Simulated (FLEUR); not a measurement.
Input of a FLEUR MaX-R8.1 (later development tree) run:

File inp.xml:

```xml
<?xml version="1.0" encoding="UTF-8" standalone="no"?>
<fleurInput fleurInputVersion="0.39">
   <comment>
      CuO                                                                                                 
   </comment>
   <calculationSetup>
      <cutoffs Kmax="5.0" Gmax="25.0" GmaxXC="25.0" numbands="0"/>
      <scfLoop itmax="60" minDistance="0.00001" maxIterBroyd="15" imix="Anderson" alpha="0.05" precondParam="0.0" spinf="2.0" sdNocoIR="T"/>
      <coreElectrons ctail="T" frcor="F" kcrel="0" coretail_lmax="0"/>
      <xcFunctional name="pbe" relativisticCorrections="F"/>
      <magnetism jspins="1"/>
      <soc l_soc="F" theta="0.0" phi="0.0" spav="F"/>
      <expertModes spex="0" secvar="F"/>
      <geometryOptimization l_f="F" forcealpha="1.0" forcemix="BFGS" epsdisp="0.00001" epsforce="0.00001"/>
      <ldaU l_linMix="F" mixParam="0.05" spinf="1.0"/>
   </calculationSetup>
   <cell>
      <bzIntegration valenceElectrons="50.0" mode="hist" fermiSmearingEnergy="0.00183747">
         <kPointListSelection listName="default-1"/>
         <!-- k-points included here -->
         <xi:include xmlns:xi="http://www.w3.org/2001/XInclude" href="kpts.xml"> </xi:include>
      </bzIntegration>
      <!-- symmetry operations included here -->
      <xi:include xmlns:xi="http://www.w3.org/2001/XInclude" href="sym.xml"> </xi:include>
      <bulkLattice scale="1.0">
         <bravaisMatrix>
            <row-1>    5.4414681972927115     0.0000000000000000     0.0000000000000000</row-1>
            <row-2>    0.0738368115527736     5.4410496526248124     0.0000000000000000</row-2>
            <row-3>    0.0330614885510789     0.0325881395578954     9.7818634148972290</row-3>
         </bravaisMatrix>
      </bulkLattice>
   </cell>
   <atomSpecies>
      <species name="Copper (Cu)" element="Cu" atomicNumber="29">
         <mtSphere radius="1.9" gridPoints="635" logIncrement="0.019"/>
         <atomicCutoffs lmax="10" lnonsphr="8"/>
         <electronConfig flipSpins="F">
            <coreConfig>(1s1/2) (2s1/2) (2p1/2) (2p3/2)</coreConfig>
            <valenceConfig>(3s1/2) (3p1/2) (3p3/2) (4s1/2) (3d3/2) (3d5/2)</valenceConfig>
            <stateOccupation state="(4s1/2)" spinUp="0.500000" spinDown="0.500000"/>
         </electronConfig>
         <energyParameters s="4" p="4" d="3" f="4"/>
         <lo type="SCLO" l="0" n="3" eDeriv="0"/>
         <lo type="SCLO" l="1" n="3" eDeriv="0"/>
         <lo type="SCLO" l="1" n="3" eDeriv="1"/>
         <lo type="SCLO" l="2" n="3" eDeriv="2"/>
         <lo type="SCLO" l="3" n="4" eDeriv="2"/>
      </species>
      <species name="Oxygen (O)" element="O" atomicNumber="8">
         <mtSphere radius="1.45" gridPoints="487" logIncrement="0.022"/>
         <atomicCutoffs lmax="7" lnonsphr="5"/>
         <electronConfig flipSpins="F">
            <coreConfig>(1s1/2)</coreConfig>
            <valenceConfig>(2s1/2) (2p1/2) (2p3/2)</valenceConfig>
            <stateOccupation state="(2p1/2)" spinUp="0.666667" spinDown="0.666667"/>
            <stateOccupation state="(2p3/2)" spinUp="1.333333" spinDown="1.333333"/>
         </electronConfig>
         <energyParameters s="2" p="2" d="3" f="4"/>
         <lo type="SCLO" l="0" n="2" eDeriv="2"/>
         <lo type="SCLO" l="1" n="2" eDeriv="2"/>
         <lo type="SCLO" l="2" n="3" eDeriv="2"/>
      </species>
   </atomSpecies>
   <atomGroups>
      <atomGroup species="Copper (Cu)">
         <relPos label="                   1">.0000000000 1.000/2.000 .0000000000</relPos>
         <force calculate="T" relaxXYZ="TTT"/>
      </atomGroup>
      <atomGroup species="Copper (Cu)">
         <relPos label="                   2">1.000/2.000 .0000000000 1.000/2.000</relPos>
         <force calculate="T" relaxXYZ="TTT"/>
      </atomGroup>
      <atomGroup species="Oxygen (O)">
         <relPos label="                   3">-.0015760300 .0016717800 -.2501129000</relPos>
         <relPos label="                   4">.0015760300 -.0016717800 .2501129000</relPos>
         <force calculate="T" relaxXYZ="TTT"/>
      </atomGroup>
   </atomGroups>
   <output dos="F" band="F" slice="F">
      <checks vchk="F" cdinf="F"/>
      <bandDOS minEnergy="-.5*Htr" maxEnergy="0.5*Htr" sigma="0.015" storeEVData="T"/>
      <vacuumDOS vacdos="F" integ="F" star="F" nstars="0" locx1="0.0" locy1="0.0" locx2="0.0" locy2="0.0" nstm="0" tworkf="0.0"/>
      <unfoldingBand unfoldBand="F" supercellX="1" supercellY="1" supercellZ="1"/>
      <plotting iplot="0" polar="F">
         <plot TwoD="T" vec1="  1.0  0.0  0.0" vec2="  0.0  1.0  0.0" vec3="  0.0  0.0  1.0" zero="  0.0  0.0  0.0" file="plot"/>
      </plotting>
      <chargeDensitySlicing numkpt="0" minEigenval="0.0" maxEigenval="0.0" nnne="0" pallst="F"/>
      <specialOutput eonly="F"/>
      <moessbauerParams electricFieldGradient="T" isomerShift="T" coreHyperfine="T" valenceHyperfine="T"/>
      <magneticCircularDichroism mcd="F" energyLo="-10.0" energyUp="0.0"/>
   </output>
  <!-- We include the file relax.xml here to enable relaxations (see documentation) -->
  <xi:include xmlns:xi="http://www.w3.org/2001/XInclude" href="relax.xml"> <xi:fallback/> </xi:include>
</fleurInput>
```

The input crystal.txt:

```
CuO
&input cartesian=F /
2.8795009639  0.0000000000  0.0000000000
0.0390727580  2.8792794796  0.0000000000
0.0174953863  0.0172449008  5.1763391994
1.8897261246
1.0 1.0 1.0

4
29 0.0000000000  0.5000000000  0.0000000000
29 0.5000000000  0.0000000000  0.5000000000
8 0.9984239700  0.0016717800  0.7498871000
8 0.0015760300  0.9983282200  0.2501129000

&kpt div1=9 div2=9 div3=5 gamma=T /
```

Potentials or basis: all-electron, FLAPW.

Launch:

```bash
$ inpgen -f crystal.txt -profile precise
$ # inp.xml edited to the form shown
$ fleur_MPI
```

Task: Estimate the band gap on the k mesh.

Result: None (metal or under the smearing width).

Core levels (eV from the Fermi level):
```
atom                                                    levels
1 Cu  1s1/2 -8847.0, 2s1/2 -1060.5, 2p1/2 -928.7, 2p3/2 -908.2
2 Cu  1s1/2 -8847.0, 2s1/2 -1060.5, 2p1/2 -928.7, 2p3/2 -908.2
 3 O                                              1s1/2 -506.8
 4 O                                              1s1/2 -506.8
```

Caveat: the run has no spin polarisation, though such a crystal can be magnetic; semilocal functionals often make such compounds metallic where correlation or magnetic order opens a gap, which also shifts bond lengths. With open d or f shells a metallic result of PBE can be an artefact of self-interaction; +U or a hybrid may open a gap.
